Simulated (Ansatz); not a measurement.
SnSe2:

```
CELL_PARAMETERS angstrom
3.81100 0.00000 0.00000
-1.90550 3.30042 0.00000
0.00000 0.00000 6.13600
ATOMIC_POSITIONS crystal
Sn 0.00000 0.00000 0.00000
Se 0.66667 0.33333 0.75100
Se 0.33333 0.66667 0.24900
```

* Program: Ansatz 0.2.0
* Task: relaxation of cell and atoms
* Functional: PBEsol
* Potentials or basis: all-electron LAPW, scalar-relativistic
* Basis error allowed: 0.002 eV/atom
* k mesh: 8 × 8 × 5
* Occupations: fermi-dirac, width 0.05 eV
* Spin: no spin polarisation

At the start: volume 25.73 Å³/atom.

Question: How do energy, volume and symmetry change on relaxing?

Answer: Over 4 steps the energy falls by 11.9 meV/atom and the volume is 25.91 Å³/atom (+0.7 %); space group P-3m1 (No. 164, to 0.05 Å).

The path:
```
step  energy change (eV)  largest force (eV/Å)  volume (Å³)
   1              0.0000                0.5983        77.18
   2             -0.0347                0.0975        77.57
   3             -0.0358                0.0003        77.74
   4             -0.0358                0.0003        77.74
```

Final structure:
```cif
data_structure
_symmetry_space_group_name_H-M 'P 1'
_symmetry_Int_Tables_number 1
_cell_length_a 3.8199
_cell_length_b 3.8199
_cell_length_c 6.1518
_cell_angle_alpha 90.000
_cell_angle_beta 90.000
_cell_angle_gamma 120.000
_cell_volume 77.74
loop_
_atom_site_label
_atom_site_type_symbol
_atom_site_fract_x
_atom_site_fract_y
_atom_site_fract_z
_atom_site_occupancy
Sn1 Sn 0.00000 0.00000 0.00000 1
Se1 Se 0.66667 0.33333 0.74229 1
Se2 Se 0.33333 0.66667 0.25771 1
```

Caveat: this functional lacks dispersion, which binds the layers, so the pressure and a relaxed spacing across them are unreliable.
